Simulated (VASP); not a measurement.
# Mo (Im-3m) in VASP: further runs

The runs below take Mo through single point, with PBE.

All numbers are computed with VASP 6.6.1; they aren't measurements. Logs are shortened: lines on timing, memory, paths and dates and some standing lists are left out, and cuts for length are marked.

**1. The structure**

Symmetry: Im-3m, No. 229, cubic system. The conventional cell has a = 3.168 Å, b = 3.168 Å, c = 3.168 Å, α = 90.00°, β = 90.00°, γ = 90.00°. Around Mo (site symmetry m-3m) lie 8 Mo at 2.74 Å.

**2. Single point, PBE**

File INCAR:

```
ADDGRID = F
ALGO = Normal
EDIFF = 1E-7
ENCUT = 450
GGA = PE
ISIF = 2
ISMEAR = 1
LASPH = T
LCHARG = F
LREAL = F
LWAVE = F
NBANDS = 13
NELM = 100
PREC = Accurate
SIGMA = 0.02
```

File KPOINTS:

```
k-points
0
Gamma
  11 11 11
```

File POSCAR:

```
Mo
1.0
   -1.6018940000      1.6123050000      1.5868230000
    1.5840600000     -1.5829550000      1.5396390000
    1.5998790000      1.5809390000     -1.5574730000
Mo
1
Direct
   -0.0100820000     -0.0008690000      0.0196120000
```

Potentials or basis: VASP PAW PBE potentials, release 64 (Mo_sv).

Started as:

```sh
$ cat potpaw_PBE.64/Mo_sv/POTCAR > POTCAR
$ mpirun -np 1 vasp_std > vasp.out
```

OUTCAR:

```text
EDIFF = 1E-7
   ENCUT = 450
   GGA = PE
   ISIF = 2
   ISMEAR = 1
   LASPH = T
   LREAL = F
   NELM = 100
   PREC = Accurate

 Found    666 irreducible k-points:

 Following reciprocal coordinates:
            Coordinates               Weight
  0.000000  0.000000  0.000000      1.000000
  0.090909 -0.000000  0.000000      2.000000
  0.181818 -0.000000  0.000000      2.000000
  0.272727 -0.000000  0.000000      2.000000
  0.363636  0.000000  0.000000      2.000000
  0.454545  0.000000  0.000000      2.000000
   k-points           NKPTS =    666   k-points in BZ     NKDIM =    666   number of bands    NBANDS=     13
   number of dos      NEDOS =    301   number of ions     NIONS =      1
   total plane-waves  NPLWV =   8000
   dimension x,y,z NGX =    20 NGY =   20 NGZ =   20
   dimension x,y,z NGXF=    40 NGYF=   40 NGZF=   40
   ions per type =               1
   NGX,Y,Z   is equivalent  to a cutoff of  11.99, 12.23, 12.15 a.u.
   NGXF,Y,Z  is equivalent  to a cutoff of  23.99, 24.47, 24.31 a.u.
 SYSTEM =  unknown system
   PREC   = accura    normal or accurate (medium, high low for compatibility)
   ISTART =      0    job   : 0-new  1-cont  2-samecut
   ICHARG =      2    charge: 1-file 2-atom 10-const
   ISPIN  =      1    spin polarized calculation?
   LNONCOLLINEAR =      F non collinear calculations
   LSORBIT =      F    spin-orbit coupling
   LASPH  =      T    aspherical Exc in radial PAW
   ENCUT  =  450.0 eV  33.07 Ry    5.75 a.u.   4.79  4.70  4.73*2*pi/ulx,y,z
   NELM   =    100;   NELMIN=  2; NELMDL= -5     # of ELM steps
   EDIFF  = 0.1E-06   stopping-criterion for ELM
   LREAL  =      F    real-space projection
   EDIFFG = 0.1E-05   stopping-criterion for IOM
   NSW    =      0    number of steps for IOM
   IBRION =     -1    ionic relax: 0-MD 1-quasi-New 2-CG
   NFREE  =      0    steps in history (QN), initial steepest desc. (CG)
   ISIF   =      2    stress and relaxation
   ISYM   =      2    0-nonsym 1-usesym 2-fastsym
   POTIM  = 0.5000    time-step for ionic-motion
   TEBEG  =    0.0;   TEEND  =   0.0 temperature during run
   PSTRESS=    0.0 pullay stress
   NELECT =      14.0000    total number of electrons
   NUPDOWN=      -1.0000    fix difference up-down
   EMIN   =  10.00;   EMAX   =-10.00  energy-range for DOS
   EFERMI =   0.00;   METHOD = LEGACY
   ISMEAR =     1;   SIGMA  =   0.02  broadening in eV -4-tet -1-fermi 0-gaus
   EFERMI_NEDOS =   21; number of points for ismear=-14 and -15
   IALGO  =     38    algorithm
   IMIX   =      4    mixing-type and parameters
     AMIX     =   0.40;   BMIX     =  1.00
     AMIX_MAG =   1.60;   BMIX_MAG =  1.00
  volume/ion in A,a.u.               =      15.89       107.24
  Fermi-wavevector in a.u.,A,eV,Ry     =   1.569380  2.965697 33.510502  2.462952
  Thomas-Fermi vector in A             =   2.671271
   LORBIT       =      0    0 simple, 1 ext, 2 COOP (PROOUT), +10 PAW based schemes
   GGA     = PE    functional components
   LHFCALC =     F    Hartree Fock is set to
   AEXX    =    0.0000 exact exchange contribution
   IVDW    =     0    specifies the selected vdW correction
   LEPSILON=     F    determine dielectric tensor
   LRPA    =     F    only Hartree local field effects (RPA)
 non-spin polarized calculation
 Methfessel and Paxton  Order N= 1 SIGMA  =   0.02
  energy-cutoff  :      450.00
  volume of cell :       15.89
 maximum number of plane-waves:       366
   NGX =  9   NGY =  9   NGZ =  9

 number of electron      13.9999999 magnetization

 Free energy of the ion-electron system (eV)
  ---------------------------------------------------
  ext. energy  EPLUGINS =         0.00000000
  ---------------------------------------------------
  free energy    TOTEN  =       -10.90706088 eV

  energy without entropy =      -10.90706516  energy(sigma->0) =      -10.90706231

 E-fermi :  12.2372     XC(G=0): -13.2975

 val. band max:       12.2357786043   @ k =  -0.1818  -0.1818   0.0909
 cond. band min:      12.2376395575   @ k =  -0.1818   0.0909   0.1818
 fundamental gap:      0.0018609532
 Fermi energy:        12.2371899656

 k-point     1 :       0.0000    0.0000    0.0000
  band No.  band energies     occupation
      1     -48.9500      2.00000
      2     -22.2774      2.00000
      3     -22.2519      2.00000
      4     -22.2299      2.00000
      5       5.1498      2.00000
      6      10.7574      2.00000
      7      11.0495      2.00000
      8      11.1820      2.00000
      9      13.8161      0.00000
     10      14.1153      0.00000
     11      26.9278      0.00000
     12      27.0278      0.00000
     13      27.4753      0.00000

 k-point     2 :       0.0909   -0.0000    0.0000
  band No.  band energies     occupation
      1     -48.9318      2.00000
      2     -22.3821      2.00000
      3     -22.2865      2.00000
      4     -22.2335      2.00000
      5       5.4988      2.00000
      6      10.6073      2.00000
      7      10.9780      2.00000
      8      11.4651      2.00000
      9      13.7350      0.00000
     10      14.0024      0.00000
     11      27.4333      0.00000
     12      27.5947      0.00000
     13      27.8222      0.00000
[... 33 lines left out ...]
 k-point     5 :       0.3636    0.0000    0.0000
  band No.  band energies     occupation
      1     -48.7564      2.00000
      2     -23.3466      2.00000
      3     -22.5845      2.00000
      4     -22.2524      2.00000
      5       7.3254      2.00000
      6       9.1715      2.00000
      7      12.0471      2.00000
      8      14.0100      0.00000
      9      14.5204      0.00000
     10      15.4318      0.00000
     11      25.3635      0.00000
     12      25.6892      0.00000
     13      31.8489      0.00000

 k-point     6 :       0.4545    0.0000    0.0000
  band No.  band energies     occupation
      1     -48.7200      2.00000
      2     -23.5323      2.00000
      3     -22.6433      2.00000
      4     -22.2561      2.00000
      5       7.1407      2.00000
      6       8.9243      2.00000
      7      13.4793      0.00000
      8      14.1561      0.00000
      9      14.7529      0.00000
     10      16.6777      0.00000
     11      23.8319      0.00000
     12      24.5051      0.00000
     13      29.7345      0.00000

 [... further k-points ...]

------------------------ aborting loop because EDIFF is reached ----------------------------------------

  FORCE on cell =-STRESS in cart. coord.  units (eV):
  Direction    XX          YY          ZZ          XY          YZ          ZX
  --------------------------------------------------------------------------------------
  -------------------------------------------------------------------------------------
  Total       -0.1599634     -0.2322616      0.1476122      0.0190241     -0.0404565     -0.0055642
  in kB      -16.1273435    -23.4163656     14.8821051      1.9179892     -4.0787776     -0.5609762
  external PRESSURE =      -8.2205347 kB  Pullay stress =       0.0000000 kB

 VOLUME and BASIS-vectors are now :
 -----------------------------------------------------------------------------
  energy-cutoff  :      450.00
  volume of cell :       15.89
      direct lattice vectors                 reciprocal lattice vectors
    -1.601894000  1.612305000  1.586823000     0.001971750  0.310249238  0.316949110
     1.584060000 -1.582955000  1.539639000     0.315876418 -0.002757309  0.321678072
     1.599879000  1.580939000 -1.557473000     0.314268351  0.313370033 -0.001149142

 POSITION                                       TOTAL-FORCE (eV/Angst)
 -----------------------------------------------------------------------------------
      0.02832      0.04548      3.07858        -0.000000      0.000000      0.000000
 -----------------------------------------------------------------------------------
    total drift:                                0.000001      0.000000     -0.000005

  FREE ENERGIE OF THE ION-ELECTRON SYSTEM (eV)
  ---------------------------------------------------
  free  energy   TOTEN  =       -10.9070608830 eV

  energy  without entropy=      -10.9070651596  energy(sigma->0) =      -10.90706231
```

OSZICAR:

```text
N       E                     dE             d eps       ncg     rms          rms(c)
DAV:   1     0.794234683095E+02    0.79423E+02   -0.74944E+03 17602   0.991E+02
DAV:   2    -0.106101623247E+02   -0.90034E+02   -0.86702E+02 19916   0.289E+02
DAV:   3    -0.115802416276E+02   -0.97008E+00   -0.96781E+00 19371   0.298E+01
DAV:   4    -0.115824785816E+02   -0.22370E-02   -0.22369E-02 19481   0.173E+00
DAV:   5    -0.115824926312E+02   -0.14050E-04   -0.14048E-04 19596   0.121E-01    0.142E+01
DAV:   6    -0.109925132772E+02    0.58998E+00   -0.73369E-01 17876   0.105E+01    0.378E+00
DAV:   7    -0.109105343687E+02    0.81979E-01   -0.15118E-01 19291   0.453E+00    0.101E+00
DAV:   8    -0.109070683084E+02    0.34661E-02   -0.45190E-03 18061   0.851E-01    0.192E-01
DAV:   9    -0.109070550325E+02    0.13276E-04   -0.21514E-04 20146   0.182E-01    0.645E-02
DAV:  10    -0.109070607629E+02   -0.57304E-05   -0.20153E-05 18391   0.529E-02    0.334E-03
DAV:  11    -0.109070610377E+02   -0.27478E-06   -0.23269E-07 19360   0.556E-03    0.160E-03
DAV:  12    -0.109070609002E+02    0.13743E-06   -0.52071E-08  9863   0.247E-03    0.309E-04
DAV:  13    -0.109070608830E+02    0.17274E-07   -0.33309E-09  8983   0.725E-04
   1 F= -.10907061E+02 E0= -.10907062E+02  d E =0.427665E-05
```

Wall time 38 s (1 thread of Intel Xeon 6975P-C (Granite Rapids), shared host); peak memory 0.21 GiB.

These settings aren't checked as converged: the numbers below hold their error.

What came out:

- Free energy: -10.9071 eV
- Pressure: -0.8 GPa
- Band gap on the k mesh: none (metal or under the smearing width)

**3. Single point, PBE**

INCAR: that of step 2 with these lines changed.

```diff
@@ -13,3 +13,3 @@
 NELM = 100
-PREC = Accurate
-SIGMA = 0.02
+PREC = Low
+SIGMA = 0.2
```

KPOINTS is that of step 2.

File POSCAR:

```
Mo
1.0
   -1.5838089719      1.5838089719      1.5838089719
    1.5838089719     -1.5838089719      1.5838089719
    1.5838089719      1.5838089719     -1.5838089719
Mo
1
Direct
    0.0000000000      0.0000000000      0.0000000000
```

Potentials or basis: VASP PAW PBE potentials, release 64 (Mo_sv).

Started as:

```sh
$ cat potpaw_PBE.64/Mo_sv/POTCAR > POTCAR
$ mpirun -np 1 vasp_std > vasp.out
```

OUTCAR:

```text
EDIFF = 1E-7
   ENCUT = 450
   GGA = PE
   ISIF = 2
   ISMEAR = 1
   LASPH = T
   LREAL = F
   NELM = 100
   PREC = Low

 Found     56 irreducible k-points:

 Following reciprocal coordinates:
            Coordinates               Weight
  0.000000  0.000000  0.000000      1.000000
  0.090909  0.000000  0.000000     12.000000
  0.181818  0.000000  0.000000     12.000000
  0.272727  0.000000  0.000000     12.000000
  0.363636  0.000000  0.000000     12.000000
  0.454545  0.000000  0.000000     12.000000
   k-points           NKPTS =     56   k-points in BZ     NKDIM =     56   number of bands    NBANDS=     13
   number of dos      NEDOS =    301   number of ions     NIONS =      1
   total plane-waves  NPLWV =   2744
   dimension x,y,z NGX =    14 NGY =   14 NGZ =   14
   dimension x,y,z NGXF=    14 NGYF=   14 NGZF=   14
   ions per type =               1
   NGX,Y,Z   is equivalent  to a cutoff of   8.48,  8.48,  8.48 a.u.
   NGXF,Y,Z  is equivalent  to a cutoff of   8.48,  8.48,  8.48 a.u.
 SYSTEM =  unknown system
   PREC   = low       normal or accurate (medium, high low for compatibility)
   ISTART =      0    job   : 0-new  1-cont  2-samecut
   ICHARG =      2    charge: 1-file 2-atom 10-const
   ISPIN  =      1    spin polarized calculation?
   LNONCOLLINEAR =      F non collinear calculations
   LSORBIT =      F    spin-orbit coupling
[... 68 lines left out ...]
      8      10.9993      2.00000
      9      13.9636     -0.00000
     10      13.9636     -0.00000
     11      27.1362      0.00000
     12      27.1362      0.00000
     13      27.1362      0.00000
[... 66 lines left out ...]
  band No.  band energies     occupation
      1     -48.7034      2.00000
      2     -23.5540      2.00000
      3     -22.6666      2.00000
      4     -22.2605      2.00000
      5       7.1386      2.00000
      6       9.0398      2.00000
      7      13.5320     -0.00000
      8      14.0807     -0.00000
      9      14.5707     -0.00000
     10      16.7597      0.00000
     11      23.9970      0.00000
     12      24.3834      0.00000
     13      29.7943      0.00000

 [... further k-points ...]

------------------------ aborting loop because EDIFF is reached ----------------------------------------

  FORCE on cell =-STRESS in cart. coord.  units (eV):
  Direction    XX          YY          ZZ          XY          YZ          ZX
  --------------------------------------------------------------------------------------
  -------------------------------------------------------------------------------------
  Total       -0.0775609     -0.0775609     -0.0775609      0.0000000     -0.0000000      0.0000000
  in kB       -7.8196095     -7.8196095     -7.8196095      0.0000000     -0.0000000      0.0000000
  external PRESSURE =      -7.8196095 kB  Pullay stress =       0.0000000 kB

 VOLUME and BASIS-vectors are now :
 -----------------------------------------------------------------------------
  energy-cutoff  :      450.00
  volume of cell :       15.89
      direct lattice vectors                 reciprocal lattice vectors
    -1.583808972  1.583808972  1.583808972     0.000000000  0.315694638  0.315694638
     1.583808972 -1.583808972  1.583808972     0.315694638  0.000000000  0.315694638
     1.583808972  1.583808972 -1.583808972     0.315694638  0.315694638  0.000000000

 POSITION                                       TOTAL-FORCE (eV/Angst)
 -----------------------------------------------------------------------------------
      0.00000      0.00000      0.00000         0.000000     -0.000000      0.000000
 -----------------------------------------------------------------------------------
    total drift:                                0.000000      0.000000      0.000000

  FREE ENERGIE OF THE ION-ELECTRON SYSTEM (eV)
  ---------------------------------------------------
  free  energy   TOTEN  =       -10.9112794090 eV

  energy  without entropy=      -10.9064988683  energy(sigma->0) =      -10.90968590
```

It took 2.2 s on 1 thread of Intel Xeon 6975P-C (Granite Rapids), shared host; peak memory 0.1 GiB.

The run converged, but some of its settings lie outside the range that counts as converged, so its numbers aren't taken as properties of the crystal.

What came out:

* Free energy: -10.9113 eV
* Pressure: -0.8 GPa
* Band gap on the k mesh: none (metal or under the smearing width)

**4. Single point, PBE**

INCAR is that of step 3.

KPOINTS is that of step 3.

File POSCAR:

```
Mo
1.0
   -1.6018940000      1.6123050000      1.5868230000
    1.5840600000     -1.5829550000      1.5396390000
    1.5998790000      1.5809390000     -1.5574730000
Mo
1
Direct
   -0.0100820000     -0.0008690000      0.0196120000
```

Started as:

```sh
$ cat potpaw_PBE.64/Mo_sv/POTCAR > POTCAR
$ mpirun -np 1 vasp_std > vasp.out
```

Wall time 14 s (1 thread of Intel Xeon 6975P-C (Granite Rapids), shared host); peak memory 0.19 GiB.

These settings aren't checked as converged: the numbers below hold their error.

Results:

```
Free energy            : -10.9078 eV
Pressure               : -0.8 GPa
Band gap on the k mesh : none (metal or under the smearing width)
```

**5. Single point, PBE**

INCAR: that of step 4 with these lines changed.

```diff
@@ -13,3 +13,3 @@
 NELM = 100
-PREC = Low
+PREC = Normal
 SIGMA = 0.2
```

KPOINTS is that of step 4.

File POSCAR:

```
Mo
1.0
   -1.5838089719      1.5838089719      1.5838089719
    1.5838089719     -1.5838089719      1.5838089719
    1.5838089719      1.5838089719     -1.5838089719
Mo
1
Direct
    0.0000000000      0.0000000000      0.0000000000
```

Potentials or basis: VASP PAW PBE potentials, release 64 (Mo_sv).

Started as:

```sh
$ cat potpaw_PBE.64/Mo_sv/POTCAR > POTCAR
$ mpirun -np 1 vasp_std > vasp.out
```

OUTCAR:

```text
EDIFF = 1E-7
   ENCUT = 450
   GGA = PE
   ISIF = 2
   ISMEAR = 1
   LASPH = T
   LREAL = F
   NELM = 100
   PREC = Normal

 Found     56 irreducible k-points:

 Following reciprocal coordinates:
            Coordinates               Weight
  0.000000  0.000000  0.000000      1.000000
  0.090909  0.000000  0.000000     12.000000
  0.181818  0.000000  0.000000     12.000000
  0.272727  0.000000  0.000000     12.000000
  0.363636  0.000000  0.000000     12.000000
  0.454545  0.000000  0.000000     12.000000
   k-points           NKPTS =     56   k-points in BZ     NKDIM =     56   number of bands    NBANDS=     13
   number of dos      NEDOS =    301   number of ions     NIONS =      1
   total plane-waves  NPLWV =   2744
   dimension x,y,z NGX =    14 NGY =   14 NGZ =   14
   dimension x,y,z NGXF=    28 NGYF=   28 NGZF=   28
   ions per type =               1
   NGX,Y,Z   is equivalent  to a cutoff of   8.48,  8.48,  8.48 a.u.
   NGXF,Y,Z  is equivalent  to a cutoff of  16.97, 16.97, 16.97 a.u.
 SYSTEM =  unknown system
   PREC   = normal    normal or accurate (medium, high low for compatibility)
   ISTART =      0    job   : 0-new  1-cont  2-samecut
   ICHARG =      2    charge: 1-file 2-atom 10-const
   ISPIN  =      1    spin polarized calculation?
   LNONCOLLINEAR =      F non collinear calculations
   LSORBIT =      F    spin-orbit coupling
[... 68 lines left out ...]
      8      10.9992      2.00000
      9      13.9635     -0.00000
     10      13.9635     -0.00000
     11      27.1362      0.00000
     12      27.1362      0.00000
     13      27.1362      0.00000
[... 66 lines left out ...]
  band No.  band energies     occupation
      1     -48.7031      2.00000
      2     -23.5539      2.00000
      3     -22.6664      2.00000
      4     -22.2604      2.00000
      5       7.1386      2.00000
      6       9.0396      2.00000
      7      13.5321     -0.00000
      8      14.0806     -0.00000
      9      14.5706     -0.00000
     10      16.7595      0.00000
     11      23.9970      0.00000
     12      24.3834      0.00000
     13      29.7945      0.00000

 [... further k-points ...]

------------------------ aborting loop because EDIFF is reached ----------------------------------------

  FORCE on cell =-STRESS in cart. coord.  units (eV):
  Direction    XX          YY          ZZ          XY          YZ          ZX
  --------------------------------------------------------------------------------------
  -------------------------------------------------------------------------------------
  Total       -0.0913503     -0.0913503     -0.0913503      0.0000000      0.0000000      0.0000000
  in kB       -9.2098393     -9.2098393     -9.2098393      0.0000000      0.0000000      0.0000000
  external PRESSURE =      -9.2098393 kB  Pullay stress =       0.0000000 kB

 VOLUME and BASIS-vectors are now :
 -----------------------------------------------------------------------------
  energy-cutoff  :      450.00
  volume of cell :       15.89
      direct lattice vectors                 reciprocal lattice vectors
    -1.583808972  1.583808972  1.583808972     0.000000000  0.315694638  0.315694638
     1.583808972 -1.583808972  1.583808972     0.315694638  0.000000000  0.315694638
     1.583808972  1.583808972 -1.583808972     0.315694638  0.315694638  0.000000000

 POSITION                                       TOTAL-FORCE (eV/Angst)
 -----------------------------------------------------------------------------------
      0.00000      0.00000      0.00000         0.000000      0.000000      0.000000
 -----------------------------------------------------------------------------------
    total drift:                               -0.000000     -0.000000     -0.000000

  FREE ENERGIE OF THE ION-ELECTRON SYSTEM (eV)
  ---------------------------------------------------
  free  energy   TOTEN  =       -10.9121454923 eV

  energy  without entropy=      -10.9073646280  energy(sigma->0) =      -10.91055187
```

Run time: 2.3 s. Hardware: 1 thread of Intel Xeon 6975P-C (Granite Rapids), shared host; peak memory 0.11 GiB.

The run converged, but some of its settings lie outside the range that counts as converged, so its numbers aren't taken as properties of the crystal.

Results:

| Item | Value |
| --- | --- |
| Free energy | -10.9121 eV |
| Pressure | -0.9 GPa |
| Band gap on the k mesh | none (metal or under the smearing width) |

**6. For comparison**

An earlier run on the cell as given: functional PBE; potentials or basis VASP PAW PBE potentials, release 64 (Mo_sv); cutoff 520 eV; k mesh 12 × 12 × 12; occupations fermi-dirac, width 0.05 eV; no spin polarisation.

- Pressure: -1.4 GPa
- Band gap on the k mesh: none (metal or under the smearing width)
